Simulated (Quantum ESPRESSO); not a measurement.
# TiAl3 (I4/mmm) in Quantum ESPRESSO: reference runs

Reference runs on TiAl3: the cell as given and a disturbed copy.

Program: Quantum ESPRESSO 7.5. These are calculated values, not measurements. Logs are shortened: lines on timing, memory, paths and dates and some standing lists are left out, and cuts for length are marked.

**1. The crystal as given**

It takes space group I4/mmm (No. 139, tetragonal). The conventional cell has a = 3.822 Å, b = 3.822 Å, c = 8.561 Å, α = 90.00°, β = 90.00°, γ = 90.00°. Ti (site symmetry 4/mmm) has 12 Al at 2.70 to 2.87 Å as nearest neighbours. Al (site symmetry -4m2) has 8 Al at 2.70 to 2.87 Å and 4 Ti at 2.87 Å as nearest neighbours. Around Al (site symmetry 4/mmm) lie 4 Ti at 2.70 Å and 8 Al at 2.87 Å.

The cell comes from a database or a generator and needn't be the stable form of this composition.

**2. Single point, PBE**

File pw.in:

```
&CONTROL
  calculation = 'scf'
  prefix = 'pwscf'
  outdir = './tmp'
  pseudo_dir = './pseudo'
  tprnfor = .true.
  tstress = .true.
  disk_io = 'nowf'
/
&SYSTEM
  ibrav = 0
  nat = 4
  ntyp = 2
  ecutwfc = 55
  ecutrho = 440
  nbnd = 17
  occupations = 'smearing'
  smearing = 'fd'
  degauss = 0.00367493
/
&ELECTRONS
  conv_thr = 8d-10
  electron_maxstep = 120
  mixing_beta = 0.5
/
ATOMIC_SPECIES
Ti    47.8670 ti_pbe_v1.4.uspp.F.UPF
Al    26.9815 Al.pbe-n-kjpaw_psl.1.0.0.UPF
CELL_PARAMETERS angstrom
  -1.9111067713    1.9111067713    4.2806687947
   1.9111067713   -1.9111067713    4.2806687947
   1.9111067713    1.9111067713   -4.2806687947
ATOMIC_POSITIONS crystal
Ti     0.0000000000    0.0000000000    0.0000000000
Al     0.2500000000    0.7500000000    0.5000000000
Al     0.7500000000    0.2500000000    0.5000000000
Al     0.5000000000    0.5000000000    0.0000000000
K_POINTS automatic
10 10 10 0 0 0
```

Potentials or basis: SSSP 1.3 efficiency PBE.

The run is started by

```console
> OMP_NUM_THREADS=1 mpirun -n 2 pw.x -nk 2 -in pw.in > pw.out
```

pw.out:

```text
This program is part of the open-source Quantum ESPRESSO suite
     for quantum simulation of materials; please cite
         "P. Giannozzi et al., J. Phys.:Condens. Matter 21 395502 (2009);
         "P. Giannozzi et al., J. Phys.:Condens. Matter 29 465901 (2017);
         "P. Giannozzi et al., J. Chem. Phys. 152 154105 (2020);
     in publications or presentations arising from this work. More details at

     file Al.pbe-n-kjpaw_psl.1.0.0.UPF: wavefunction(s)  3S 3P renormalized
     Message from routine setup:
     using ibrav=0 with symmetry is DISCOURAGED, use correct ibrav instead
[... 6 lines left out ...]
     --------------------
     sticks:   dense  smooth     PW     G-vecs:    dense   smooth      PW
     Sum        2881    1451    497                65787    23231    4679

     Using Slab Decomposition

     bravais-lattice index     =            0
     lattice parameter (alat)  =       9.5667  a.u.
     unit-cell volume          =     422.0249 (a.u.)^3
     number of atoms/cell      =            4
     number of atomic types    =            2
     number of electrons       =        21.00
     number of Kohn-Sham states=           17
     kinetic-energy cutoff     =      55.0000  Ry
     charge density cutoff     =     440.0000  Ry
     scf convergence threshold =      8.0E-10
     mixing beta               =       0.5000
     number of iterations used =            8  plain     mixing
     Exchange-correlation= SLA  PW   PBX  PBC
                           (   1   4   3   4   0   0   0)

     celldm(1)=   9.566716  celldm(2)=   0.000000  celldm(3)=   0.000000
     celldm(4)=   0.000000  celldm(5)=   0.000000  celldm(6)=   0.000000

     crystal axes: (cart. coord. in units of alat)
               a(1) = (  -0.377503   0.377503   0.845566 )
               a(2) = (   0.377503  -0.377503   0.845566 )
               a(3) = (   0.377503   0.377503  -0.845566 )

     reciprocal axes: (cart. coord. in units 2 pi/alat)
               b(1) = (  0.000000  1.324491  0.591320 )
               b(2) = (  1.324491  0.000000  0.591320 )
               b(3) = (  1.324491  1.324491  0.000000 )

     PseudoPot. # 1 for Ti read from file:
     ti_pbe_v1.4.uspp.F.UPF
     Pseudo is Ultrasoft + core correction, Zval = 12.0
     Generated by new atomic code, or converted to UPF format
     Using radial grid of  851 points,  6 beta functions with:
                l(1) =   0
                l(2) =   0
                l(3) =   1
                l(4) =   1
                l(5) =   2
                l(6) =   2
     Q(r) pseudized with  6 coefficients,  rinner =    1.000   1.000   1.000
                                                       1.000   1.000

     PseudoPot. # 2 for Al read from file:
     Al.pbe-n-kjpaw_psl.1.0.0.UPF
     Pseudo is Projector augmented-wave + core cor, Zval =  3.0
     Generated using "atomic" code by A. Dal Corso  v.5.1
     Shape of augmentation charge: PSQ
     Using radial grid of 1135 points,  6 beta functions with:
                l(1) =   0
                l(2) =   0
                l(3) =   1
                l(4) =   1
                l(5) =   2
                l(6) =   2
     Q(r) pseudized with 0 coefficients

     atomic species   valence    mass     pseudopotential
     Ti               12.00    47.86700     Ti( 1.00)
     Al                3.00    26.98150     Al( 1.00)

     16 Sym. Ops., with inversion, found

   Cartesian axes

     site n.     atom                  positions (alat units)
         1        Ti     tau(   1) = (   0.0000000   0.0000000   0.0000000  )
         2        Al     tau(   2) = (   0.3775035   0.0000000   0.4227831  )
         3        Al     tau(   3) = (   0.0000000   0.3775035   0.4227831  )
         4        Al     tau(   4) = (   0.0000000   0.0000000   0.8455662  )

     number of k points=   102  Fermi-Dirac smearing, width (Ry)=  0.0037

     Number of k-points >= 100: set verbosity='high' to print them.

     Dense  grid:    65787 G-vectors     FFT dimensions: (  64,  64,  64)

     Smooth grid:    23231 G-vectors     FFT dimensions: (  45,  45,  45)

     Initial potential from superposition of free atoms

     starting charge      19.9931, renormalised to      21.0000

     negative rho (up, down):  1.226E-03 0.000E+00
     Starting wfcs are   22 randomized atomic wfcs
     Checking if some PAW data can be deallocated...

     Self-consistent Calculation

     iteration #  1     ecut=    55.00 Ry     beta= 0.50
     Davidson diagonalization with overlap
     ethr =  1.00E-02,  avg # of iterations =  4.0

     Threshold (ethr) on eigenvalues was too large:
     Diagonalizing with lowered threshold

     Davidson diagonalization with overlap
     ethr =  5.71E-04,  avg # of iterations =  2.3

     negative rho (up, down):  1.120E-03 0.000E+00

     total energy              =    -237.84299549 Ry
     estimated scf accuracy    <       0.13033619 Ry

     iteration #  2     ecut=    55.00 Ry     beta= 0.50
     Davidson diagonalization with overlap
     ethr =  6.21E-04,  avg # of iterations =  3.2

     negative rho (up, down):  8.185E-04 0.000E+00

     total energy              =    -237.83241122 Ry
     estimated scf accuracy    <       0.23400379 Ry

     iteration #  3     ecut=    55.00 Ry     beta= 0.50
     Davidson diagonalization with overlap
     ethr =  6.21E-04,  avg # of iterations =  2.0

     negative rho (up, down):  7.082E-04 0.000E+00

     total energy              =    -237.87348992 Ry
     estimated scf accuracy    <       0.01888993 Ry

     iteration #  4     ecut=    55.00 Ry     beta= 0.50
     Davidson diagonalization with overlap
     ethr =  9.00E-05,  avg # of iterations =  2.5
[... 46 lines left out ...]
     negative rho (up, down):  6.200E-04 0.000E+00

     total energy              =    -237.87570734 Ry
     estimated scf accuracy    <          2.0E-09 Ry

     iteration # 10     ecut=    55.00 Ry     beta= 0.50
     Davidson diagonalization with overlap
     ethr =  9.59E-12,  avg # of iterations =  3.3

     negative rho (up, down):  6.201E-04 0.000E+00

     total energy              =    -237.87570734 Ry
     estimated scf accuracy    <          1.2E-09 Ry

     iteration # 11     ecut=    55.00 Ry     beta= 0.50
     Davidson diagonalization with overlap
     ethr =  5.56E-12,  avg # of iterations =  2.0

     negative rho (up, down):  6.201E-04 0.000E+00

     End of self-consistent calculation

     Number of k-points >= 100: set verbosity='high' to print the bands.

     the Fermi energy is     9.6758 ev

!    total energy              =    -237.87570734 Ry
     estimated scf accuracy    <          5.5E-11 Ry
     smearing contrib. (-TS)   =      -0.00098573 Ry
     internal energy E=F+TS    =    -237.87472161 Ry

     The total energy is F=E-TS. E is the sum of the following terms:
     one-electron contribution =     -60.27871391 Ry
     hartree contribution      =      38.13371099 Ry
     xc contribution           =     -25.99800222 Ry
     ewald contribution        =     -85.65464062 Ry
     one-center paw contrib.   =    -104.07707586 Ry

     convergence has been achieved in  11 iterations

     negative rho (up, down):  6.201E-04 0.000E+00

     Forces acting on atoms (cartesian axes, Ry/au):

     atom    1 type  1   force =     0.00000000    0.00000000    0.00000000
     atom    2 type  2   force =     0.00000000    0.00000000    0.00000000
     atom    3 type  2   force =     0.00000000   -0.00000000   -0.00000000
     atom    4 type  2   force =     0.00000000    0.00000000    0.00000000

     Total force =     0.000000     Total SCF correction =     0.000000

     Computing stress (Cartesian axis) and pressure

     negative rho (up, down):  6.201E-04 0.000E+00
          total   stress  (Ry/bohr**3)                   (kbar)     P=       20.89
   0.00014545  -0.00000000  -0.00000000           21.40       -0.00       -0.00
  -0.00000000   0.00014545  -0.00000000           -0.00       21.40       -0.00
  -0.00000000  -0.00000000   0.00013503           -0.00       -0.00       19.86

=------------------------------------------------------------------------------=
   JOB DONE.
=------------------------------------------------------------------------------=
```

Run time: 97 s. Hardware: 2 MPI ranks of Arm Neoverse V1, shared host; peak memory 0.44 GiB.

Results:

* Free energy: -3236.4639 eV
* Pressure: 2.1 GPa
* Band gap on the k mesh: none (metal or under the smearing width)

**3. Single point, PBE (atoms moved at random, drawn with an rms of 0.05 Å)**

Changes to pw.in since step 2:

```diff
@@ -33,6 +33,6 @@
 ATOMIC_POSITIONS crystal
-Ti     0.0000000000    0.0000000000    0.0000000000
-Al     0.2500000000    0.7500000000    0.5000000000
-Al     0.7500000000    0.2500000000    0.5000000000
-Al     0.5000000000    0.5000000000    0.0000000000
+Ti    -0.0096190000    0.0003760000   -0.0047860000
+Al     0.2566370000    0.7534730000    0.5188220000
+Al     0.7460380000    0.2426830000    0.4969250000
+Al     0.5028580000    0.4875310000    0.0001400000
 K_POINTS automatic
```

Potentials or basis: SSSP 1.3 efficiency PBE.

The run is started by

```console
> OMP_NUM_THREADS=1 mpirun -n 2 pw.x -nk 2 -in pw.in > pw.out
```

pw.out:

```text
This program is part of the open-source Quantum ESPRESSO suite
     for quantum simulation of materials; please cite
         "P. Giannozzi et al., J. Phys.:Condens. Matter 21 395502 (2009);
         "P. Giannozzi et al., J. Phys.:Condens. Matter 29 465901 (2017);
         "P. Giannozzi et al., J. Chem. Phys. 152 154105 (2020);
     in publications or presentations arising from this work. More details at

     file Al.pbe-n-kjpaw_psl.1.0.0.UPF: wavefunction(s)  3S 3P renormalized

     K-points division:     npool     =       2
     Subspace diagonalization in iterative solution of the eigenvalue problem:
     a serial algorithm will be used

     G-vector sticks info
     --------------------
     sticks:   dense  smooth     PW     G-vecs:    dense   smooth      PW
     Sum        2881    1451    497                65787    23231    4679

     Using Slab Decomposition

     bravais-lattice index     =            0
     lattice parameter (alat)  =       9.5667  a.u.
     unit-cell volume          =     422.0249 (a.u.)^3
     number of atoms/cell      =            4
     number of atomic types    =            2
     number of electrons       =        21.00
     number of Kohn-Sham states=           17
     kinetic-energy cutoff     =      55.0000  Ry
     charge density cutoff     =     440.0000  Ry
     scf convergence threshold =      8.0E-10
     mixing beta               =       0.5000
     number of iterations used =            8  plain     mixing
     Exchange-correlation= SLA  PW   PBX  PBC
                           (   1   4   3   4   0   0   0)

     celldm(1)=   9.566716  celldm(2)=   0.000000  celldm(3)=   0.000000
[... 80 lines left out ...]
     ethr =  5.72E-04,  avg # of iterations =  2.2

     negative rho (up, down):  1.278E-03 0.000E+00
[... 28 lines left out ...]
     total energy              =    -237.87307786 Ry
     estimated scf accuracy    <       0.00077358 Ry

     iteration #  5     ecut=    55.00 Ry     beta= 0.50
     Davidson diagonalization with overlap
     c_bands:  1 eigenvalues not converged
     c_bands:  1 eigenvalues not converged
     ethr =  3.68E-06,  avg # of iterations =  6.6

     negative rho (up, down):  7.632E-04 0.000E+00

     total energy              =    -237.87323598 Ry
     estimated scf accuracy    <       0.00004658 Ry
[... 37 lines left out ...]
     iteration # 10     ecut=    55.00 Ry     beta= 0.50
     Davidson diagonalization with overlap
     ethr =  2.06E-11,  avg # of iterations =  2.0

     negative rho (up, down):  7.601E-04 0.000E+00

     End of self-consistent calculation

     Number of k-points >= 100: set verbosity='high' to print the bands.

     the Fermi energy is     9.6748 ev

!    total energy              =    -237.87324276 Ry
     estimated scf accuracy    <          7.0E-10 Ry
     smearing contrib. (-TS)   =      -0.00099111 Ry
     internal energy E=F+TS    =    -237.87225166 Ry

     The total energy is F=E-TS. E is the sum of the following terms:
     one-electron contribution =     -60.31066378 Ry
     hartree contribution      =      38.15100437 Ry
     xc contribution           =     -26.00016973 Ry
     ewald contribution        =     -85.63465108 Ry
     one-center paw contrib.   =    -104.07777144 Ry

     convergence has been achieved in  10 iterations

     negative rho (up, down):  7.601E-04 0.000E+00

     Forces acting on atoms (cartesian axes, Ry/au):

     atom    1 type  1   force =    -0.01000956    0.02194284   -0.00487433
     atom    2 type  2   force =    -0.01127476   -0.01260983    0.00196740
     atom    3 type  2   force =     0.00811968    0.00610178    0.00198776
     atom    4 type  2   force =     0.01316464   -0.01543480    0.00091917

     Total force =     0.037616     Total SCF correction =     0.000003

     Computing stress (Cartesian axis) and pressure

     negative rho (up, down):  7.601E-04 0.000E+00
          total   stress  (Ry/bohr**3)                   (kbar)     P=       22.90
   0.00016417  -0.00000214   0.00001244           24.15       -0.31        1.83
  -0.00000214   0.00016233  -0.00001380           -0.31       23.88       -2.03
   0.00001244  -0.00001380   0.00014054            1.83       -2.03       20.67

=------------------------------------------------------------------------------=
   JOB DONE.
=------------------------------------------------------------------------------=
```

It took 6.5 min on 2 MPI ranks of Arm Neoverse V1, shared host; peak memory 0.72 GiB.

Results:

- Free energy: -3236.4303 eV
- Pressure: 2.3 GPa
- Largest force: 0.633 eV/Å
- Band gap on the k mesh: none (metal or under the smearing width)

Forces in eV/Å, atoms in the order of the input:
```
Ti  -0.257  0.564 -0.125
Al  -0.290 -0.324  0.051
Al   0.209  0.157  0.051
Al   0.338 -0.397  0.024
```

Stress tensor (GPa, compression positive):
```
 2.42 -0.03  0.18
-0.03  2.39 -0.20
 0.18 -0.20  2.07
```
